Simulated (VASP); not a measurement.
# Lu (P6_3/mmc) in VASP: a series of runs

One crystal, Lu, is run at these levels: PBE; tasks: single point.

Everything below comes from runs of VASP 6.6.1. Logs are shortened: lines on timing, memory, paths and dates and some standing lists are left out, and cuts for length are marked.

### Step 1. Starting point

The structure is hexagonal, space group P6_3/mmc (No. 194). The conventional cell has a = 3.503 Å, b = 3.503 Å, c = 5.551 Å, α = 90.00°, β = 90.00°, γ = 120.00°. Around Lu (site symmetry -6m2) lie 12 Lu at 3.43 to 3.50 Å.

### Step 2. Single point, PBE

The input, INCAR:

```
SYSTEM = Lu
  PREC = Accurate
  ENCUT = 250
  EDIFF = 1E-6
  ISMEAR = 0
  SIGMA = 0.1
  LREAL = .False.
  LASPH = .True.
  NELM = 100
  ALGO = Normal
  ISIF = 2
  LWAVE = .False.
  LCHARG = .False.
  GGA = PE
  ADDGRID = .False.
```

The input, KPOINTS:

```
regular mesh
0
Gamma
  13 13 8
  0 0 0
```

The input, POSCAR:

```
Lu
1.0
    3.5031000000      0.0000000000      0.0000000000
   -1.7515500000      3.0337735920      0.0000000000
    0.0000000000      0.0000000000      5.5509000000
Lu
2
Direct
    0.6666666667      0.3333333333      0.7500000000
    0.3333333333      0.6666666667      0.2500000000
```

Potentials or basis: VASP PAW PBE potentials, release 64 (Lu_3), 4f in core.

The run is started by

```
$ cat potpaw_PBE.64/Lu_3/POTCAR > POTCAR
$ mpirun -np 1 vasp_std > vasp.out
```

OUTCAR:

```text
SYSTEM = Lu
   PREC = Accurate
   ENCUT = 250
   EDIFF = 1E-6
   ISMEAR = 0
   LREAL = .False.
   LASPH = .True.
   NELM = 100
   ISIF = 2
   GGA = PE

 Found    105 irreducible k-points:

 Following reciprocal coordinates:
            Coordinates               Weight
  0.000000  0.000000  0.000000      1.000000
  0.076923  0.000000  0.000000      6.000000
  0.153846  0.000000  0.000000      6.000000
  0.230769  0.000000  0.000000      6.000000
  0.307692  0.000000  0.000000      6.000000
  0.384615  0.000000  0.000000      6.000000
   k-points           NKPTS =    105   k-points in BZ     NKDIM =    105   number of bands    NBANDS=     13
   number of dos      NEDOS =    301   number of ions     NIONS =      2
   total plane-waves  NPLWV =   9720
   dimension x,y,z NGX =    18 NGY =   18 NGZ =   30
   dimension x,y,z NGXF=    36 NGYF=   36 NGZF=   60
   ions per type =               2
   NGX,Y,Z   is equivalent  to a cutoff of   8.54,  8.54,  8.98 a.u.
   NGXF,Y,Z  is equivalent  to a cutoff of  17.08, 17.08, 17.97 a.u.
 SYSTEM =  Lu
   PREC   = accura    normal or accurate (medium, high low for compatibility)
   ISTART =      0    job   : 0-new  1-cont  2-samecut
   ICHARG =      2    charge: 1-file 2-atom 10-const
   ISPIN  =      1    spin polarized calculation?
   LNONCOLLINEAR =      F non collinear calculations
   LSORBIT =      F    spin-orbit coupling
   LASPH  =      T    aspherical Exc in radial PAW
   ENCUT  =  250.0 eV  18.37 Ry    4.29 a.u.   4.52  4.52  7.16*2*pi/ulx,y,z
   NELM   =    100;   NELMIN=  2; NELMDL= -5     # of ELM steps
   EDIFF  = 0.1E-05   stopping-criterion for ELM
   LREAL  =      F    real-space projection
   EDIFFG = 0.1E-04   stopping-criterion for IOM
   NSW    =      0    number of steps for IOM
   IBRION =     -1    ionic relax: 0-MD 1-quasi-New 2-CG
   NFREE  =      0    steps in history (QN), initial steepest desc. (CG)
   ISIF   =      2    stress and relaxation
   ISYM   =      2    0-nonsym 1-usesym 2-fastsym
   POTIM  = 0.5000    time-step for ionic-motion
   TEBEG  =    0.0;   TEEND  =   0.0 temperature during run
   PSTRESS=    0.0 pullay stress
   NELECT =      18.0000    total number of electrons
   NUPDOWN=      -1.0000    fix difference up-down
   EMIN   =  10.00;   EMAX   =-10.00  energy-range for DOS
   EFERMI =   0.00;   METHOD = LEGACY
   ISMEAR =     0;   SIGMA  =   0.10  broadening in eV -4-tet -1-fermi 0-gaus
   EFERMI_NEDOS =   21; number of points for ismear=-14 and -15
   IALGO  =     38    algorithm
   IMIX   =      4    mixing-type and parameters
     AMIX     =   0.40;   BMIX     =  1.00
     AMIX_MAG =   1.60;   BMIX_MAG =  1.00
  volume/ion in A,a.u.               =      29.50       199.05
  Fermi-wavevector in a.u.,A,eV,Ry     =   1.102130  2.082723 16.526853  1.214689
  Thomas-Fermi vector in A             =   2.238568
   LORBIT       =      0    0 simple, 1 ext, 2 COOP (PROOUT), +10 PAW based schemes
   GGA     = PE    functional components
   LHFCALC =     F    Hartree Fock is set to
   AEXX    =    0.0000 exact exchange contribution
   IVDW    =     0    specifies the selected vdW correction
   LEPSILON=     F    determine dielectric tensor
   LRPA    =     F    only Hartree local field effects (RPA)
 non-spin polarized calculation
 Gauss-broadening in eV      SIGMA  =   0.10
  energy-cutoff  :      250.00
  volume of cell :       58.99
 maximum number of plane-waves:       548
 NGX is ok and might be reduce to    18
   NGX =  9   NGY =  9   NGZ = 15

 number of electron      18.0000001 magnetization

 Free energy of the ion-electron system (eV)
  ---------------------------------------------------
  ext. energy  EPLUGINS =         0.00000000
  ---------------------------------------------------
  free energy    TOTEN  =        -8.90787946 eV

  energy without entropy =       -8.88962458  energy(sigma->0) =       -8.89875202

 E-fermi :   2.7748     XC(G=0):  -9.9090

 val. band max:        2.7503679342   @ k =   0.3846   0.0000   0.1250
 cond. band min:       2.7782564995   @ k =   0.1538   0.0769   0.0000
 fundamental gap:      0.0278885652
 Fermi energy:         2.7747983106

 k-point     1 :       0.0000    0.0000    0.0000
  band No.  band energies     occupation
      1     -24.2687      2.00000
      2     -23.8599      2.00000
      3     -23.8599      2.00000
      4     -23.7840      2.00000
      5     -23.7840      2.00000
      6     -23.7579      2.00000
      7      -3.2484      2.00000
      8       0.3398      2.00000
      9       3.3295      0.00000
     10       4.9920      0.00000
     11       4.9921      0.00000
     12       5.2735      0.00000
     13       5.6996      0.00000

 k-point     2 :       0.0769    0.0000    0.0000
  band No.  band energies     occupation
      1     -24.2596      2.00000
      2     -23.8789      2.00000
      3     -23.8663      2.00000
      4     -23.8040      2.00000
      5     -23.7866      2.00000
      6     -23.7620      2.00000
      7      -3.1071      2.00000
      8       0.4852      2.00000
      9       3.2322      0.00000
     10       4.6028      0.00000
     11       5.1257      0.00000
     12       5.4920      0.00000
     13       5.6286      0.00000

 k-point     3 :       0.1538    0.0000    0.0000
  band No.  band energies     occupation
      1     -24.2333      2.00000
      2     -23.9315      2.00000
      3     -23.8836      2.00000
      4     -23.8586      2.00000
      5     -23.7945      2.00000
      6     -23.7745      2.00000
      7      -2.6962      2.00000
      8       0.8924      2.00000
      9       2.9786      0.00395
     10       4.0055      0.00000
     11       5.0262      0.00000
     12       5.5422      0.00000
     13       5.6541      0.00000

 k-point     4 :       0.2308    0.0000    0.0000
  band No.  band energies     occupation
      1     -24.1931      2.00000
      2     -24.0060      2.00000
      3     -23.9331      2.00000
      4     -23.9071      2.00000
      5     -23.8062      2.00000
      6     -23.7953      2.00000
      7      -2.0551      2.00000
      8       1.4436      2.00000
      9       2.6523      1.91684
     10       3.4232      0.00000
     11       4.5570      0.00000
     12       5.1355      0.00000
     13       5.4314      0.00000

 k-point     5 :       0.3077    0.0000    0.0000
  band No.  band energies     occupation
      1     -24.1441      2.00000
      2     -24.0854      2.00000
      3     -24.0094      2.00000
      4     -23.9312      2.00000
      5     -23.8236      2.00000
      6     -23.8193      2.00000
      7      -1.2525      2.00000
      8       1.8283      2.00000
      9       2.3361      2.00000
     10       2.9886      0.00250
     11       4.3908      0.00000
     12       4.7400      0.00000
     13       5.0951      0.00000

 k-point     6 :       0.3846    0.0000    0.0000
  band No.  band energies     occupation
      1     -24.1513      2.00000
      2     -24.0944      2.00000
      3     -24.0707      2.00000
      4     -23.9507      2.00000
      5     -23.8561      2.00000
      6     -23.8306      2.00000
      7      -0.3976      2.00000
      8       1.7591      2.00000
      9       2.0916      2.00000
     10       2.6941      1.74615
     11       4.4644      0.00000
     12       4.7076      0.00000
     13       4.8567      0.00000

 [... further k-points ...]

------------------------ aborting loop because EDIFF is reached ----------------------------------------

  FORCE on cell =-STRESS in cart. coord.  units (eV):
  Direction    XX          YY          ZZ          XY          YZ          ZX
  --------------------------------------------------------------------------------------
  -------------------------------------------------------------------------------------
  Total        0.0921130      0.0921130     -0.3434960      0.0000000      0.0000000      0.0000000
  in kB        2.5016824      2.5016824     -9.3289592      0.0000000      0.0000000      0.0000000
  external PRESSURE =      -1.4418648 kB  Pullay stress =       0.0000000 kB

 VOLUME and BASIS-vectors are now :
 -----------------------------------------------------------------------------
  energy-cutoff  :      250.00
  volume of cell :       58.99
      direct lattice vectors                 reciprocal lattice vectors
     3.503100000  0.000000000  0.000000000     0.285461448  0.164811244  0.000000000
    -1.751550000  3.033773592  0.000000000     0.000000000  0.329622488  0.000000000
     0.000000000  0.000000000  5.550900000     0.000000000  0.000000000  0.180150967

 POSITION                                       TOTAL-FORCE (eV/Angst)
 -----------------------------------------------------------------------------------
      1.75155      1.01126      4.16318         0.000000      0.000000      0.000000
     -0.00000      2.02252      1.38773        -0.000000      0.000000      0.000000
 -----------------------------------------------------------------------------------
    total drift:                               -0.000000      0.000000     -0.000000

  FREE ENERGIE OF THE ION-ELECTRON SYSTEM (eV)
  ---------------------------------------------------
  free  energy   TOTEN  =        -8.9078794570 eV

  energy  without entropy=       -8.8896245830  energy(sigma->0) =       -8.89875202
```

Run time: 12 s. Hardware: 1 thread of Intel Xeon 6975P-C (Granite Rapids), shared host; peak memory 0.14 GiB.

The run converged, but some of its settings lie outside the range that counts as converged, so its numbers aren't taken as properties of the crystal.

Results:

```
Free energy            : -8.9079 eV
Pressure               : -0.1 GPa
Band gap on the k mesh : none (metal or under the smearing width)
```

### Step 3. Single point, PBE

INCAR is that of step 2.

KPOINTS is that of step 2.

The input, POSCAR:

```
Lu
1.0
    3.5031000000      0.0000000000      0.0000000000
   -1.7515500000      3.0337735920      0.0000000000
    0.0000000000      0.0000000000      5.5509000000
Lu
2
Direct
    0.6483880000      0.2977880000      0.7516770000
    0.3414390000      0.6668870000      0.2457360000
```

Potentials or basis: VASP PAW PBE potentials, release 64 (Lu_3), 4f in core.

The run is started by

```
$ cat potpaw_PBE.64/Lu_3/POTCAR > POTCAR
$ mpirun -np 1 vasp_std > vasp.out
```

Run time: 64 s. Hardware: 1 thread of Intel Xeon 6975P-C (Granite Rapids), shared host; peak memory 0.26 GiB.

These settings aren't checked as converged: the numbers below hold their error.

What came out:

```yaml
Free_energy: -8.8960 eV
Pressure: -0.1 GPa
Largest_force: 0.222 eV/Å
Band_gap_on_the_k_mesh: none (metal or under the smearing width)
```

### Step 4. The reference run

An earlier run on the cell as given: functional PBE; potentials or basis VASP PAW PBE potentials, release 64 (Lu); cutoff 520 eV; k mesh 9 × 9 × 5; occupations fermi-dirac, width 0.05 eV; no spin polarisation.

- Pressure: -0.4 GPa
- Band gap on the k mesh: none (metal or under the smearing width)
